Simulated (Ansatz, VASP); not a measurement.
## BAs in two plane-wave programs

Wanted: the spread between two codes on one cell, functional and k mesh. The cell is taken from a series of VASP runs on this material, whose earlier steps may have relaxed, scaled or displaced it; both programs get it as it stands.

Calculated with Ansatz 0.2.0; plane waves, with VASP 6.6.1 beside it; relaxation of cell and atoms at PBE.

### 1. The structure

The structure is cubic, space group F-43m (No. 216). Conventional cell: a = 4.817 Å, b = 4.817 Å, c = 4.817 Å, α = 90.00°, β = 90.00°, γ = 90.00°. Nearest to B lie 4 As at 2.09 Å. As has 4 B at 2.09 Å nearest. Farther neighbours are not listed.

### 2. VASP: relaxation of cell and atoms, PBE

The relaxed volume is the usual yardstick between codes: its relative difference is about their pressure difference at one cell divided by the bulk modulus.

Lines of VASP's logs that name or quote its potential files are left out, and so is its time.

INCAR reads:

```
SYSTEM = BAs
PREC = Accurate
ENCUT = 420
EDIFF = 1E-06
NELM = 100
ISMEAR = 0
SIGMA = 0.05
LREAL = .FALSE.
ALGO = Normal
GGA = PE
NBANDS = 10
LORBIT = 11
LWAVE = .FALSE.
LCHARG = .FALSE.
KPAR = 2
IBRION = 2
NSW = 60
ISIF = 3
EDIFFG = -0.01
```

POSCAR reads:

```
BAs
1.0
    0.0000000000      2.4084771865      2.4084771865
    2.4084771865      0.0000000000      2.4084771865
    2.4084771865      2.4084771865      0.0000000000
B As
1 1
Direct
    0.0000000000      0.0000000000      0.0000000000
    0.2500000000      0.2500000000      0.2500000000
```

KPOINTS reads:

```
Automatic mesh
0
Gamma
8 8 8
0 0 0
```

The projector-augmented-wave data sets are B and As (PBE family, release 64).

Launch:

```sh
$ mpirun -np 2 vasp_std
```

Numbers of over 12 decimals in the logs are rounded to 6 here.

What it wrote:

```text
[banner, memory and clock lines left out]
running    2 mpi-ranks, on    1 nodes
 distrk:  each k-point on    1 cores,    2 groups
 distr:  one band on    1 cores,    1 groups

 POSCAR found type information on POSCAR B As
 POSCAR found :  2 types and       2 ions
 LDA part: xc-table for (Slater+PW92), standard interpolation
 POSCAR, INCAR and KPOINTS ok, starting setup
 FFT: planning ... GRIDC
 FFT: planning ... GRID_SOFT
 FFT: planning ... GRID
 WAVECAR not read
 entering main loop
       N       E                     dE             d eps       ncg     rms          rms(c)
DAV:   1     0.913242503153E+01    0.91324E+01   -0.34273E+03   588   0.605E+02
DAV:   2    -0.114143546858E+02   -0.20547E+02   -0.19547E+02   796   0.948E+01
DAV:   3    -0.120014543037E+02   -0.58710E+00   -0.58419E+00   682   0.157E+01
DAV:   4    -0.120033408723E+02   -0.18866E-02   -0.18864E-02   714   0.971E-01
DAV:   5    -0.120033434594E+02   -0.25871E-05   -0.25871E-05   682   0.364E-02    0.476E+00
DAV:   6    -0.114673963539E+02    0.53595E+00   -0.15684E+00   624   0.537E+00    0.232E+00
DAV:   7    -0.114140435288E+02    0.53353E-01   -0.17602E-01   708   0.221E+00    0.958E-01
DAV:   8    -0.114076312619E+02    0.64123E-02   -0.20463E-02   628   0.847E-01    0.984E-02
DAV:   9    -0.114079247835E+02   -0.29352E-03   -0.72742E-04   658   0.166E-01    0.573E-02
DAV:  10    -0.114080951042E+02   -0.17032E-03   -0.22570E-04   632   0.961E-02    0.134E-02
DAV:  11    -0.114081009560E+02   -0.58518E-05   -0.64005E-06   720   0.179E-02    0.110E-02
DAV:  12    -0.114081009445E+02    0.11456E-07   -0.29587E-06   632   0.987E-03
   1 F= -.11408101E+02 E0= -.11408101E+02  d E =-.114081E+02
 curvature:   0.00 expect dE= 0.000E+00 dE for cont linesearch  0.000E+00
 trial: gam= 0.00000 g(F)=  0.183E-46 g(S)=  0.482E-08 ort = 0.000E+00 (trialstep = 0.100E+01)
 search vector abs. value=  0.492E-08
 reached required accuracy - stopping structural energy minimisation
```

Parts of OUTCAR (step 2):

```text
ion  position               nearest neighbor table
   1  0.000  0.000  0.000-   2 2.09   2 2.09   2 2.09   2 2.09
   2  0.250  0.250  0.250-   1 2.09   1 2.09   1 2.09   1 2.09

  LATTYP: Found a face centered cubic cell.
 ALAT       =     4.8169543730

 Subroutine GETGRP returns: Found 24 space group operations
 (whereof 24 operations were pure point group operations)

The static configuration has the point symmetry T_d .

 Found     29 irreducible k-points:

   k-points           NKPTS =     29   k-points in BZ     NKDIM =     29   number of bands    NBANDS=     10

   dimension x,y,z NGX =    24 NGY =   24 NGZ =   24
   dimension x,y,z NGXF=    48 NGYF=   48 NGZF=   48

   ENCUT  =  420.0 eV  30.87 Ry    5.56 a.u.   5.69  5.69  5.69*2*pi/ulx,y,z

   NELECT =       8.0000    total number of electrons

 k-points in reciprocal lattice and weights: Automatic mesh
   0.00000000  0.00000000  0.00000000       0.002
   0.12500000  0.00000000  0.00000000       0.016
   0.25000000  0.00000000  0.00000000       0.016
   0.37500000  0.00000000  0.00000000       0.016
   0.50000000  0.00000000  0.00000000       0.008
   0.12500000  0.12500000  0.00000000       0.012
   0.25000000  0.12500000  0.00000000       0.047
   0.37500000  0.12500000  0.00000000       0.047
   0.50000000  0.12500000  0.00000000       0.047
[...]
-0.37500000  0.50000000  0.12500000       0.023
  -0.25000000  0.50000000  0.25000000       0.012

 average (electrostatic) potential at core
       1 -27.0960       2 -49.0199

 E-fermi :   6.1233

 k-point     1 :       0.0000    0.0000    0.0000
  band No.  band energies     occupation
      1      -9.3219      2.00000
      2       5.8567      2.00000
      3       5.8567      2.00000
      4       5.8567      2.00000
      5       9.0962      0.00000
      6       9.0962      0.00000
      7       9.0962      0.00000
      8      10.2254      0.00000
      9      15.3178      0.00000
    ...

 k-point     2 :       0.1250    0.0000    0.0000
  band No.  band energies     occupation
      1      -9.0718      2.00000
      2       3.9131      2.00000
      3       5.4300      2.00000
      4       5.4300      2.00000
      5       9.1460      0.00000
      6       9.6586      0.00000
      7       9.6586      0.00000
      8      11.5738      0.00000
      9      16.2411      0.00000
    ...

 k-point     3 :       0.2500    0.0000    0.0000
  band No.  band energies     occupation
      1      -8.3448      2.00000
      2       0.9937      2.00000
      3       4.7354      2.00000
      4       4.7354      2.00000
      5       8.7876      0.00000
      6      10.4480      0.00000
      7      10.4480      0.00000
      8      13.5746      0.00000
      9      17.0181      0.00000
    ...

  Total        0.0002581      0.0002581      0.0002581      0.0000000     -0.0000000      0.0000000
  in kB        0.0148021      0.0148021      0.0148021      0.0000000     -0.0000000      0.0000000
  external PRESSURE =       0.0148021 kB  Pullay stress =       0.0000000 kB

  energy-cutoff  :      420.00
  volume of cell :       27.94
      direct lattice vectors                 reciprocal lattice vectors
     0.000000000  2.408477186  2.408477186    -0.207600057  0.207600057  0.207600057
     2.408477186  0.000000000  2.408477186     0.207600057 -0.207600057  0.207600057
     2.408477186  2.408477186  0.000000000     0.207600057  0.207600057 -0.207600057

 POSITION                                       TOTAL-FORCE (eV/Angst)
 -----------------------------------------------------------------------------------
      0.00000      0.00000      0.00000         0.000000      0.000000      0.000000
      1.20424      1.20424      1.20424        -0.000000     -0.000000     -0.000000
 -----------------------------------------------------------------------------------
    total drift:                                0.000000      0.000000      0.000000

  FREE ENERGIE OF THE ION-ELECTRON SYSTEM (eV)
  ---------------------------------------------------
  free  energy   TOTEN  =       -11.4081009445 eV

  energy  without entropy=      -11.4081009445  energy(sigma->0) =      -11.40810094

 reached required accuracy - stopping structural energy minimisation

 total charge
# of ion       s       p       d       tot
------------------------------------------
    1        0.656   1.153   0.000   1.809
    2        1.173   1.643   0.084   2.900
--------------------------------------------------
tot          1.830   2.795   0.084   4.709

[... 3 further parts left out ...]
```

### 3. Ansatz: relaxation of cell and atoms, PBE

Ansatz runs on its default PAW (the set named soft_2) files.

The same cell, functional, mesh and smearing now go to Ansatz, which takes its cutoff from its data sets.

input.yaml reads:

```yaml
crystal:
  lattice:
    - [0.0, 2.4084771865, 2.4084771865]
    - [2.4084771865, 0.0, 2.4084771865]
    - [2.4084771865, 2.4084771865, 0.0]
  atoms:
    - { symbol: B, position: [0.0, 0.0, 0.0] }
    - { symbol: As, position: [0.25, 0.25, 0.25] }
hamiltonian:
  xc: pbe
  pseudopotentials: { kind: paw }
kpoints:
  mp_grid: { grid: [8, 8, 8] }
scf:
  occupations: { method: gaussian, width: 0.05 }
relax:
  f_tol: 0.01
  max_steps: 60
  cell: { stress_tol: 0.05 }
output:
  forces: true
  stress: true
  write_density: true
  write_potential: true
  elf: true
  volumetric_format: npy
```

Launch:

```sh
$ ansatz run input.yaml --threads 4 --pin off --max-ram 9216MiB --backend cpu --events-out ev --progress --plain --runs-dir out
```

What it wrote:

```text
Engine: ansatz 0.2.0, aarch64-unknown-linux-gnu
Pseudopotentials: kind: paw
Pseudopotential: B, paw, valence charge 3, recommended cutoff 420 eV (normal), B.paw.azcp
Pseudopotential: As, paw, valence charge 15, recommended cutoff 420 eV (normal), As.paw.azcp
Functional definition: PBE
  parameter kappa = 0.804
  parameter beta = 0.066725
  exchange = pbe_x(kappa = kappa, mu = beta*pi^2/3)
  correlation = pbe_c(beta = beta)
Crystal: 2 atoms, lattice volume = 27.942 Å³
Basis set: ecut = 420 eV, 537 PW (Γ), exchange–correlation on 48×48×48 points (8 copies of the dense FFT grid, shifted against one another)
Bands: 13, of which v1, the nominal top of the filled ones, is band 9 counted from 1 (8 counted from 0)
Symmetry: 24 space group operations
Space group: F-43m (ITA 216), of the structure as read, at distance tolerance 3.0e-5 Å
k-points: 29 of 512 (time reversal used)
Non-local potential: B, projectors of the file, l = 0: 2, l = 1: 2, l = 2: 1
Non-local potential: As, projectors of the file, l = 0: 2, l = 1: 2, l = 2: 3, l = 3: 1
PAW form: soft (Blöchl's): semilocal exchange-correlation on the pseudo side does not see the compensation charge
PAW one-centre angular grid: B, 110 points (default); XC on 64 Gauss nodes
PAW one-centre angular grid: As, 590 points (default); XC on 64 Gauss nodes
Initial density: superposition of atomic densities (neutral atoms: chi_scale 0, normalization atom), corrected by the library's trained network
Initial wavefunctions: pseudopotential atomic-orbital guess
Functional: x = pbe(κ = 0.804, μ = 0.219515), c = pbe(β = 0.066725)
SCF iter   1: F=—  HF=-5012.102503 eV  |F-HF|=—  |Δ(HF+E_count)|=         —  Δρ=7.11e-4  dr2=6.19e-5  ethr=1.77e-3  ⟨swp⟩=5.4  Hψ=2136  notcnv=0
preconditioner: auto → none  [insulator: Δε(μ)=1.222 eV  Ē_g=12.218 eV  σ=0.050 eV  W_gap=1.00  n_scr=8 (ndim 8)  ℏωp=19.9 eV  f_vac=0.001  D(μ)=0.00/eV (n_scr^D=0)  ε∞_Penn≈3.6]
SCF iter   2: F=—  HF=-5012.102515 eV  |F-HF|=—  |Δ(HF+E_count)|=   1.18e-5  Δρ=4.11e-4  dr2=2.71e-5  ethr=3.44e-7  ⟨swp⟩=2.7  Hψ=889  notcnv=0
SCF iter   3: F=—  HF=-5012.102536 eV  |F-HF|=—  |Δ(HF+E_count)|=   2.16e-5  Δρ=2.32e-4  dr2=3.79e-6  ethr=1.51e-7  ⟨swp⟩=2.6  Hψ=618  notcnv=0
SCF iter   4: F=—  HF=-5012.102561 eV  |F-HF|=—  |Δ(HF+E_count)|=   2.43e-5  Δρ=5.11e-5  dr2=1.07e-6  ethr=2.10e-8  ⟨swp⟩=2.0  Hψ=638  notcnv=0
iter 5 did not close the SCF: its close was put off for the readings that it lacked (scf_convergence_deferred on its scf_iter line)
SCF iter   5: F=-5012.102560 eV  HF=-5012.102560 eV  |F-HF|=5.62e-8  |Δ(HF+E_count)|=   4.64e-7  Δρ=1.31e-5  dr2=6.81e-8  ethr=5.94e-9  ⟨swp⟩=2.0  Hψ=631  notcnv=0
SCF iter   6: F=-5012.102560 eV  HF=-5012.102560 eV  |F-HF|=1.19e-8  |Δ(HF+E_count)|=   1.36e-8  Δρ=5.24e-6  dr2=9.33e-9  ethr=3.78e-10  ⟨swp⟩=5.1  Hψ=1822  notcnv=0
SCF 1 converged in 6 iterations: F = -5012.102560 eV  dr2 = 9.33e-9
  greatest PAW one-centre occupation: 0.999 electrons in one spin orbital (limit 2), on the As atom at site 1 (counted from 0), in its partial waves of l = 2
relax step   1: F+E_penalty+E_count = -5012.10256021 eV  Δ(F+E_penalty+E_count) = +0.000e0 eV  max|allowed force component| = 2.592e-16 eV/Å  Δτ_max = 0.0000 Å  P = -0.623 GPa  Ω = 27.942 Å³  (6 SCF iters, dr2 threshold 1.00e-7 eV, accepted)
[...]
relax step   2: F+E_penalty+E_count = -5012.10286114 eV  Δ(F+E_penalty+E_count) = -3.009e-4 eV  max|allowed force component| = 1.075e-16 eV/Å  Δτ_max = 0.0000 Å  P = -0.164 GPa  Ω = 27.844 Å³  energy of the carried Pulay correction = +5.920e-5 eV  (4 SCF iters, dr2 threshold 2.00e-7 eV, accepted)
[...]
relax step   3: F+E_penalty+E_count = -5012.10289984 eV  Δ(F+E_penalty+E_count) = -3.870e-5 eV  max|allowed force component| = 8.884e-17 eV/Å  Δτ_max = 0.0000 Å  P = +0.002 GPa  Ω = 27.809 Å³  energy of the carried Pulay correction = +8.024e-5 eV  (4 SCF iters, dr2 threshold 6.70e-8 eV, accepted)
[...]
relax step   4: F+E_penalty+E_count = -5012.10281809 eV  Δ(F+E_penalty+E_count) = +8.175e-5 eV  max|allowed force component| = 8.888e-17 eV/Å  Δτ_max = 0.0000 Å  P = -0.002 GPa  Ω = 27.809 Å³  stress off target by 1.69e-3 GPa  SCF on the basis re-selected at this cell (its energy is not comparable with the rows above)  (5 SCF iters)
basis re-selected at this cell: Δ(F+E_penalty+E_count) = +8.175e-5 eV, ΔP = -0.003 GPa vs the last step (what re-selecting the basis moved, of the pressure what is left beyond the Pulay correction that the steps carried, after the strain that the cell walked since its last selection, with what the two solves' SCF thresholds leave and, on support functions, any second-order correction that the steps lacked; it is no m [...]
SCF converged after 5 iterations
Free energy (F): -5012.102818 eV
Harris-Foulkes:  -5012.102818 eV  (|F-HF|=9.09e-13)
Internal energy: -5012.102818 eV  (E = F + TS)
E sigma→0 (E₀):  -5012.102818 eV
Fermi energy:    11.414117 eV
--- Per-component energies (eV) ---
  E_band       = -215.098287
  E_kinetic    = 151.213482
  E_local      = -1711.639138  (includes V_loc(G=0)·N_el)
  E_nonlocal   = -657.832534
  E_hartree    = 946.733748
  E_xc         = -111.108261
  E_vxc        = -117.236614  (∫ρ·V_xc dr)
  E_paw        = -1915.283082  (= ΣΔE_a)
  E_vpaw       = 226.929026  (= ΣTr[D̂ρ^β])
  E_aug_tail   = 0.000006  (compensation charges beyond the density's cutoff)
  E_ewald      = -1714.187038
  E_smearing   = -0.000000  (= −TS)
  E_closure    = 0.000000  (closes the sum)
  Σ components = -5012.102818   (vs F -5012.102818, Δ=0.00e0)
--- Forces (eV/Å), atoms counted from 1 ---
  atom   1  B      0.00000000    -0.00000000    -0.00000000
  atom   2  As    -0.00000000    -0.00000000    -0.00000000
  max |Σ_I F_I| component: 1.55e-16 eV/Å
--- Stress (GPa, compression-positive) ---
       -0.001692       0.000000      -0.000000
        0.000000      -0.001692       0.000000
       -0.000000       0.000000      -0.001692
  P = ⅓ Tr σ = -0.0017 GPa (-0.017 kbar)
--- Band table (eV; the first three rows and the last of 29) ---
  k-point 0: bands = [... 5 lower, -4.4142, 10.8067, 10.8067, 10.8067, 14.0623, 14.0623, 14.0623, 15.2252]
  k-point 1: bands = [... 5 lower, -4.1629, 8.8612, 10.3790, 10.3790, 14.1202, 14.6275, 14.6275, 16.5667]
  k-point 2: bands = [... 5 lower, -3.4321, 5.9352, 9.6825, 9.6825, 13.7650, 15.4214, 15.4214, 18.5665]
  k-point 28: bands = [... 5 lower, -0.1876, 2.8462, 5.4480, 5.7379, 16.0674, 16.6378, 17.5784, 17.7279]
--- Relaxed structure (3 steps of the walk, 3 accepted, 1 SCFs on fresh bases) ---
  F+E_penalty+E_count = -5012.10281809 eV   max|allowed force component| = 8.888e-17 eV/Å   (the final SCF, on the basis selected at the relaxed cell)
  cell:  # Å, volume = 27.8089 Å³
    - [0, 2.404646, 2.404646]
    - [2.404646, 0, 2.404646]
    - [2.404646, 2.404646, 0]
  atoms:
    - { symbol: B, position: [0, 0, 0] }
    - { symbol: As, position: [0.250000, 0.250000, 0.250000] }
```

Wall time 1.3 s (4 threads of Arm Neoverse V2, shared host); peak memory 0.3 GiB; 3.9 s of CPU time.

### 4. Side by side

Known differences besides the potentials themselves: both relaxations stop at a tolerance, which leaves soft axes loose, and VASP keeps its plane-wave basis; the data sets hold 18 valence electrons in Ansatz (default PAW (the set named soft_2) files) and 8 in VASP; VASP leaves aspherical gradient terms in its spheres out (LASPH is not set), Ansatz keeps them; Ansatz adds a Pulay correction to the stress that steers its cell, VASP none. Total energies have different zeros and are not compared.

Compared:

| quantity | Ansatz | VASP | difference |
| --- | --- | --- | --- |
| volume (Å³) | 27.81 | 27.94 | -0.48 % |
| edge a after relaxation, in the typed setting (Å) | 3.401 | 3.406 | -0.16 % |

The walks stopped with 0.00 GPa left in Ansatz and 0.00 GPa in VASP; each walk ends within a tolerance, so the volume difference is uncertain by about these residues over the bulk modulus, most in soft cells.

### 5. Outcome

```
difference in volume (relaxation of cell and atoms, PBE) : -0.48 %
```

**Reading.** The difference in volume is -0.48 % (relaxation of cell and atoms, PBE), within the 1.2 % picked in this series as the mark of a large difference, as far as the stopping tolerances let one tell. How closely two codes agree says nothing of how well the functional describes the real material.

[Lines on the potential files, build, host, timing and source positions are cut from VASP's logs without a mark.]

[Logs are printed without paths, hosts, clocks, repeated set-up lines and the standing remarks that a program may print on its own settings, such as how far it seeks lower states.]

[Hosts, paths, dates, database ids (printed as entryN), source tags and the programs' standing remarks are cut or masked in the printed files.]
